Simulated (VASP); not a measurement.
# ZnCu2SnS4 (I-4) in VASP: further runs, part 2 of 2

VASP 6.6.1. The steps go on from the part before.

## 4. Relaxation of cell and atoms, LDA

File INCAR:

```
SYSTEM = ZnCu2SnS4
  PREC = Accurate
  ENCUT = 600
  EDIFF = 1E-6
  ISMEAR = 0
  SIGMA = 0.03
  LREAL = .False.
  LASPH = .True.
  NELM = 80
  ALGO = Normal
  ISIF = 3
  LWAVE = .False.
  LCHARG = .False.
  IBRION = 2
  NSW = 90
  EDIFFG = -0.01
  KPAR = 4
```

File KPOINTS:

```
Automatic mesh
0
Gamma
  10 10 10
  0 0 0
```

File POSCAR:

```
ZnCu2SnS4
1.0
   -2.7171000000      2.7171000000      5.4248000000
    2.7171000000     -2.7171000000      5.4248000000
    2.7171000000      2.7171000000     -5.4248000000
Zn Cu Sn S
1 2 1 4
Direct
    0.2500000000      0.7500000000      0.5000000000
    0.0000000000      0.0000000000      0.0000000000
    0.7500000000      0.2500000000      0.5000000000
    0.5000000000      0.5000000000      0.0000000000
    0.3716100000      0.8844100000      0.9996000000
    0.1155900000      0.1151900000      0.4872000000
    0.8848100000      0.3720100000      0.0004000000
    0.6279900000      0.6283900000      0.5128000000
```

Potentials or basis: VASP PAW LDA potentials, release 64 (Zn, Cu, Sn_d, S).

Run with:

```console
$ cat potpaw_LDA.64/Zn/POTCAR potpaw_LDA.64/Cu/POTCAR potpaw_LDA.64/Sn_d/POTCAR potpaw_LDA.64/S/POTCAR > POTCAR
$ mpirun -np 4 vasp_std > vasp.out
```

OUTCAR:

```text
SYSTEM = ZnCu2SnS4
   PREC = Accurate
   ENCUT = 600
   EDIFF = 1E-6
   ISMEAR = 0
   LREAL = .False.
   LASPH = .True.
   NELM = 80
   ISIF = 3
   IBRION = 2
   NSW = 90
   EDIFFG = -0.01

 ion  position               nearest neighbor table
   1  0.250  0.750  0.500-   8 2.33   7 2.33   6 2.33   5 2.33
   2  0.000  0.000  0.000-   5 2.33   8 2.33   7 2.33   6 2.33
   3  0.750  0.250  0.500-   7 2.33   6 2.33   5 2.33   8 2.33
   4  0.500  0.500  0.000-   8 2.41   7 2.41   6 2.41   5 2.41
   5  0.372  0.884  1.000-   1 2.33   2 2.33   3 2.33   4 2.41
   6  0.116  0.115  0.487-   1 2.33   2 2.33   3 2.33   4 2.41
   7  0.885  0.372  0.000-   1 2.33   2 2.33   3 2.33   4 2.41
   8  0.628  0.628  0.513-   1 2.33   2 2.33   3 2.33   4 2.41

  LATTYP: Found a body centered tetragonal cell.
 ALAT       =     5.4342000000
 C/A-ratio  =     1.9965404291

  Lattice vectors:

 A1 = (  -2.7171000000,   2.7171000000,   5.4248000000)
 A2 = (   2.7171000000,  -2.7171000000,   5.4248000000)
 A3 = (   2.7171000000,   2.7171000000,  -5.4248000000)

Analysis of symmetry for initial positions (statically):
=====================================================================
 Subroutine PRICEL returns:
 Original cell was already a primitive cell.

 Routine SETGRP: Setting up the symmetry group for a
 body centered tetragonal supercell.

 Subroutine GETGRP returns: Found  4 space group operations
 (whereof  4 operations were pure point group operations)
 out of a pool of 16 trial point group operations.

The static configuration has the point symmetry S_4 .

Analysis of symmetry for dynamics (positions and initial velocities):
=====================================================================
 Subroutine PRICEL returns:
 Original cell was already a primitive cell.

 Routine SETGRP: Setting up the symmetry group for a
 body centered tetragonal supercell.
[... 160 lines left out ...]

 Free energy of the ion-electron system (eV)
  ---------------------------------------------------
  ext. energy  EPLUGINS =         0.00000000
  ---------------------------------------------------
  free energy    TOTEN  =       -38.23215863 eV

  energy without entropy =      -38.23215863  energy(sigma->0) =      -38.23215863

------------------------ aborting loop because EDIFF is reached ----------------------------------------

  FORCE on cell =-STRESS in cart. coord.  units (eV):
  Direction    XX          YY          ZZ          XY          YZ          ZX
  --------------------------------------------------------------------------------------
  -------------------------------------------------------------------------------------
  Total       -3.9110562     -3.9110562     -4.0079783     -0.0000000      0.0000000     -0.0000000
  in kB      -39.1155708    -39.1155708    -40.0849154     -0.0000002      0.0000000     -0.0000000
  external PRESSURE =     -39.4386857 kB  Pullay stress =       0.0000000 kB
[... 107 lines left out ...]
  FREE ENERGIE OF THE ION-ELECTRON SYSTEM (eV)
  ---------------------------------------------------
  free  energy   TOTEN  =       -38.4058568414 eV

  energy  without entropy=      -38.4058568414  energy(sigma->0) =      -38.40585684

[... ionic steps 4 to 8 ...]

--------------------------------------- Ionic step        9  -------------------------------------------

 number of electron      72.0000012 magnetization

------------------------ aborting loop because EDIFF is reached ----------------------------------------
[... 79 lines left out ...]
--------------------------------------- Ionic step       11  -------------------------------------------

 number of electron      72.0000012 magnetization

 Free energy of the ion-electron system (eV)
  ---------------------------------------------------
  ext. energy  EPLUGINS =         0.00000000
  ---------------------------------------------------
  free energy    TOTEN  =       -38.45870626 eV

  energy without entropy =      -38.45870625  energy(sigma->0) =      -38.45870625

 E-fermi :   5.4422     XC(G=0): -10.4538

 val. band max:        5.3466958092   @ k =   0.0000   0.0000   0.0000
 cond. band min:       5.5376355094   @ k =   0.0000   0.0000   0.0000
 fundamental gap:      0.1909397001
 Fermi energy:         5.4421735738

 k-point     1 :       0.0000    0.0000    0.0000
  band No.  band energies     occupation
      1     -16.8919      2.00000
      2     -16.8878      2.00000
      3     -16.8878      2.00000
      4     -16.8007      2.00000
      5     -16.7966      2.00000
      6      -9.4877      2.00000
[... 1093 lines left out ...]
     42      10.1698      0.00000
     43      10.8114      0.00000

 [... further k-points ...]

------------------------ aborting loop because EDIFF is reached ----------------------------------------

  FORCE on cell =-STRESS in cart. coord.  units (eV):
  Direction    XX          YY          ZZ          XY          YZ          ZX
  --------------------------------------------------------------------------------------
  -------------------------------------------------------------------------------------
  Total        0.0082808      0.0082808      0.0588301      0.0000001      0.0000000     -0.0000000
  in kB        0.0879896      0.0879896      0.6251154      0.0000007      0.0000000     -0.0000000
  external PRESSURE =       0.2670316 kB  Pullay stress =       0.0000000 kB
[... 23 lines left out ...]
  FREE ENERGIE OF THE ION-ELECTRON SYSTEM (eV)
  ---------------------------------------------------
  free  energy   TOTEN  =       -38.4587062553 eV

  energy  without entropy=      -38.4587062539  energy(sigma->0) =      -38.45870625

 reached required accuracy - stopping structural energy minimisation
```

OSZICAR:

```text
N       E                     dE             d eps       ncg     rms          rms(c)
DAV:   1     0.761447586537E+03    0.76145E+03   -0.35288E+04 12403   0.237E+03
DAV:   2     0.101294240624E+03   -0.66015E+03   -0.64419E+03 12400   0.570E+02
DAV:   3    -0.291779881868E+02   -0.13047E+03   -0.12748E+03 15399   0.235E+02
DAV:   4    -0.402439009320E+02   -0.11066E+02   -0.10943E+02 17688   0.677E+01
[... 105 lines left out ...]
       N       E                     dE             d eps       ncg     rms          rms(c)
DAV:   1    -0.384587131849E+02   -0.86617E-05   -0.67127E-04 16710   0.228E-01    0.285E-02
DAV:   2    -0.384587114221E+02    0.17628E-05   -0.14245E-04 18240   0.218E-01    0.164E-02
DAV:   3    -0.384587069920E+02    0.44302E-05   -0.35373E-05 14608   0.132E-01    0.853E-03
DAV:   4    -0.384587062553E+02    0.73668E-06   -0.28582E-06  9288   0.222E-02
  11 F= -.38458706E+02 E0= -.38458706E+02  d E =-.222759E-03
```

Run time: 39 min. Hardware: 4 MPI ranks of Intel Xeon Platinum 8488C (Sapphire Rapids), shared host; peak memory 1.2 GiB.

Results:

```yaml
Free_energy: -38.4587 eV
Relaxed_volume: 18.85 Å³/atom
Relaxed_cell: a = 6.516 Å, b = 6.516 Å, c = 6.516 Å, α = 131.77°, β = 131.77°, γ = 70.59°
Space_group_after_relaxing_to_0.05_Å: I-4 (No. 82)
Energy_gained_by_relaxing: 28.3 meV/atom
Ionic_steps: 11
Pressure_after_relaxing: 0.0 GPa
Largest_force_after_relaxing: 0.008 eV/Å
Band_gap_on_the_k_mesh: 0.19 eV, direct
```

Forces on the atoms (eV/Å):
```
Zn   0.000  0.000  0.000
Cu   0.000  0.000  0.000
Cu   0.000  0.000  0.000
Sn   0.000  0.000  0.000
S    0.005 -0.004  0.006
S   -0.004 -0.005 -0.006
S   -0.005  0.004  0.006
S    0.004  0.005 -0.006
```

Step by step:
| step | energy change (eV) | largest force (eV/Å) | pressure (GPa) | volume (Å³) |
| --- | --- | --- | --- | --- |
| 1 | 0.0000 | 0.6453 | -3.94 | 160.20 |
| 2 | -0.1723 | 0.5454 | 1.48 | 149.04 |
| 3 | -0.1737 | 0.5558 | 1.05 | 149.81 |
| 4 | -0.2215 | 0.1542 | 0.49 | 150.16 |
| 5 | -0.2255 | 0.0540 | 0.26 | 150.31 |
| 6 | -0.2255 | 0.0528 | 0.27 | 150.30 |
| 7 | -0.2263 | 0.0256 | -0.12 | 151.02 |
| 8 | -0.2263 | 0.0287 | -0.06 | 150.91 |
| 9 | -0.2265 | 0.0126 | -0.03 | 150.83 |
| 10 | -0.2265 | 0.0104 | 0.05 | 150.77 |
| 11 | -0.2265 | 0.0084 | 0.03 | 150.78 |

Final structure:
```
Zn Cu Sn S
1.0
    -2.66226    2.66226    5.31849
     2.66226   -2.66226    5.31849
     2.66226    2.66226   -5.31849
Zn Cu Sn S
1 2 1 4
Cartesian
  2.6623 0.0000 2.6592
  0.0000 0.0000 0.0000
  0.0000 2.6623 2.6592
  0.0000 0.0000 5.3185
  1.4324 -1.3847 6.7028
  1.2775 1.2299 -1.3843
  1.2299 4.0470 1.3843
  1.3847 1.4324 3.9342
```

Caveat: spin-orbit coupling is left out, which moves the levels of the heavy elements.

## 5. Relaxation of cell and atoms, LDA

This run uses another cell than the first one, of 18.85 Å³/atom, 0.941 times its volume.

INCAR: that of step 4 with these lines changed.

```diff
@@ -3,3 +3,3 @@
   ENCUT = 600
-  EDIFF = 1E-6
+  EDIFF = 1E-7
   ISMEAR = 0
@@ -15,3 +15,3 @@
   NSW = 90
-  EDIFFG = -0.01
+  EDIFFG = -0.005
   KPAR = 4
```

KPOINTS is that of step 4.

File POSCAR:

```
ZnCu2SnS4                               
1.0
   -2.6622616591      2.6622616563      5.3184930925
    2.6622616591     -2.6622616563      5.3184930925
    2.6622616563      2.6622616591     -5.3184930925
  Zn              Cu              Sn              S             
     1     2     1     4
Direct
     0.2500000000000000    0.7500000000000000    0.5000000000000000
     0.0000000000000000    0.0000000000000000    0.0000000000000000
     0.7500000000000000    0.2500000000000000    0.5000000000000000
     0.5000000000000000    0.5000000000000000    0.0000000000000000
     0.3700707878075605    0.8991553611226956    0.0089503573779229
     0.1008446388773046    0.1097949962552275    0.4709154266848722
     0.8902050037447726    0.3611204304296447    0.9910496426220770
     0.6388795695703554    0.6299292121924395    0.5290845733151279
```

Potentials or basis: VASP PAW LDA potentials, release 64 (Zn, Cu, Sn_d, S).

Run with:

```console
$ cat potpaw_LDA.64/Zn/POTCAR potpaw_LDA.64/Cu/POTCAR potpaw_LDA.64/Sn_d/POTCAR potpaw_LDA.64/S/POTCAR > POTCAR
$ mpirun -np 4 vasp_std > vasp.out
```

OUTCAR:

```text
SYSTEM = ZnCu2SnS4
   PREC = Accurate
   ENCUT = 600
   EDIFF = 1E-7
   ISMEAR = 0
   LREAL = .False.
   LASPH = .True.
   NELM = 80
   ISIF = 3
   IBRION = 2
   NSW = 90
   EDIFFG = -0.005

 ion  position               nearest neighbor table
   1  0.250  0.750  0.500-   6 2.30   5 2.30   8 2.30   7 2.30
   2  0.000  0.000  0.000-   5 2.25   7 2.25   8 2.25   6 2.25
   3  0.750  0.250  0.500-   6 2.25   5 2.25   8 2.25   7 2.25
   4  0.500  0.500  0.000-   5 2.43   6 2.43   7 2.43   8 2.43
   5  0.370  0.899  0.009-   3 2.25   2 2.25   1 2.30   4 2.43
   6  0.101  0.110  0.471-   3 2.25   2 2.25   1 2.30   4 2.43
   7  0.890  0.361  0.991-   3 2.25   2 2.25   1 2.30   4 2.43
   8  0.639  0.630  0.529-   3 2.25   2 2.25   1 2.30   4 2.43

  LATTYP: Found a body centered tetragonal cell.
 ALAT       =     5.3245233154
 C/A-ratio  =     1.9977349248

  Lattice vectors:

 A1 = (  -2.6622616591,   2.6622616563,   5.3184930925)
 A2 = (   2.6622616591,  -2.6622616563,   5.3184930925)
 A3 = (   2.6622616563,   2.6622616591,  -5.3184930925)

Analysis of symmetry for initial positions (statically):
=====================================================================
 Subroutine PRICEL returns:
 Original cell was already a primitive cell.

 Routine SETGRP: Setting up the symmetry group for a
 body centered tetragonal supercell.

 Subroutine GETGRP returns: Found  4 space group operations
 (whereof  4 operations were pure point group operations)
 out of a pool of 16 trial point group operations.

The static configuration has the point symmetry S_4 .

Analysis of symmetry for dynamics (positions and initial velocities):
=====================================================================
 Subroutine PRICEL returns:
 Original cell was already a primitive cell.

 Routine SETGRP: Setting up the symmetry group for a
 body centered tetragonal supercell.

 Subroutine GETGRP returns: Found  4 space group operations
 (whereof  4 operations were pure point group operations)
[... 143 lines left out ...]
   LEPSILON=     F    determine dielectric tensor
   LRPA    =     F    only Hartree local field effects (RPA)
 conjugate gradient relaxation of ions
 non-spin polarized calculation
 Gauss-broadening in eV      SIGMA  =   0.03
  energy-cutoff  :      600.00
  volume of cell :      150.78
 maximum number of plane-waves:      5090
 NGX is ok and might be reduce to    54
   NGX = 25   NGY = 25   NGZ = 25

--------------------------------------- Ionic step        1  -------------------------------------------

 number of electron      72.0000012 magnetization

 Free energy of the ion-electron system (eV)
  ---------------------------------------------------
  ext. energy  EPLUGINS =         0.00000000
  ---------------------------------------------------
  free energy    TOTEN  =       -38.45721139 eV

  energy without entropy =      -38.45721139  energy(sigma->0) =      -38.45721139

------------------------ aborting loop because EDIFF is reached ----------------------------------------

  FORCE on cell =-STRESS in cart. coord.  units (eV):
  Direction    XX          YY          ZZ          XY          YZ          ZX
  --------------------------------------------------------------------------------------
  -------------------------------------------------------------------------------------
  Total       -0.0243770     -0.0243770      0.0418946     -0.0000000     -0.0000000      0.0000000
  in kB       -0.2590247     -0.2590247      0.4451624     -0.0000001     -0.0000000      0.0000000
  external PRESSURE =      -0.0242956 kB  Pullay stress =       0.0000000 kB
[... 71 lines left out ...]
--------------------------------------- Ionic step        3  -------------------------------------------

 number of electron      72.0000011 magnetization

 Free energy of the ion-electron system (eV)
  ---------------------------------------------------
  ext. energy  EPLUGINS =         0.00000000
  ---------------------------------------------------
  free energy    TOTEN  =       -38.45725057 eV

  energy without entropy =      -38.45725057  energy(sigma->0) =      -38.45725057

 E-fermi :   5.4414     XC(G=0): -10.4544

 val. band max:        5.3468888754   @ k =   0.0000   0.0000   0.0000
 cond. band min:       5.5359300518   @ k =   0.0000   0.0000   0.0000
 fundamental gap:      0.1890411764
 Fermi energy:         5.4414175991

 k-point     1 :       0.0000    0.0000    0.0000
  band No.  band energies     occupation
      1     -16.8898      2.00000
      2     -16.8854      2.00000
      3     -16.8854      2.00000
      4     -16.7990      2.00000
      5     -16.7942      2.00000
      6      -9.4859      2.00000
[... 1093 lines left out ...]
     42      10.1714      0.00000
     43      10.8173      0.00000

 [... further k-points ...]

------------------------ aborting loop because EDIFF is reached ----------------------------------------

  FORCE on cell =-STRESS in cart. coord.  units (eV):
  Direction    XX          YY          ZZ          XY          YZ          ZX
  --------------------------------------------------------------------------------------
  -------------------------------------------------------------------------------------
  Total       -0.0007724     -0.0007724      0.0291846     -0.0000000     -0.0000000     -0.0000000
  in kB       -0.0082078     -0.0082078      0.3101391     -0.0000002     -0.0000000     -0.0000000
  external PRESSURE =       0.0979078 kB  Pullay stress =       0.0000000 kB
[... 23 lines left out ...]
  FREE ENERGIE OF THE ION-ELECTRON SYSTEM (eV)
  ---------------------------------------------------
  free  energy   TOTEN  =       -38.4572505728 eV

  energy  without entropy=      -38.4572505712  energy(sigma->0) =      -38.45725057

 reached required accuracy - stopping structural energy minimisation
```

Run time: 13 min. Hardware: 4 MPI ranks of Intel Xeon Platinum 8488C (Sapphire Rapids), shared host; peak memory 1.1 GiB.

Results:

```
Free energy                  : -38.4573 eV
Energy gained by relaxing    : 0.0 meV/atom
Ionic steps                  : 3
Pressure after relaxing      : 0.0 GPa
Largest force after relaxing : 0.004 eV/Å
Band gap on the k mesh       : 0.19 eV, direct
```

Forces on the atoms (eV/Å):
```
Zn   0.000  0.000  0.000
Cu   0.000  0.000  0.000
Cu   0.000  0.000  0.000
Sn   0.000  0.000  0.000
S   -0.001  0.001 -0.004
S    0.001  0.001  0.004
S    0.001 -0.001 -0.004
S   -0.001 -0.001  0.004
```

Final structure:
```yaml
crystal:
  lattice:
    - [-2.66134, 2.66134, 5.32164]
    - [2.66134, -2.66134, 5.32164]
    - [2.66134, 2.66134, -5.32164]
  atoms:
    - { symbol: Zn, position: [0.25000, 0.75000, 0.50000] }
    - { symbol: Cu, position: [0.00000, 0.00000, 0.00000] }
    - { symbol: Cu, position: [0.75000, 0.25000, 0.50000] }
    - { symbol: Sn, position: [0.50000, 0.50000, 0.00000] }
    - { symbol: S, position: [0.37006, 0.89933, 0.00898] }
    - { symbol: S, position: [0.10067, 0.10965, 0.47073] }
    - { symbol: S, position: [0.89035, 0.36107, 0.99102] }
    - { symbol: S, position: [0.63893, 0.62994, 0.52927] }
```

Caveat: spin-orbit coupling is left out, which moves the levels of the heavy elements.
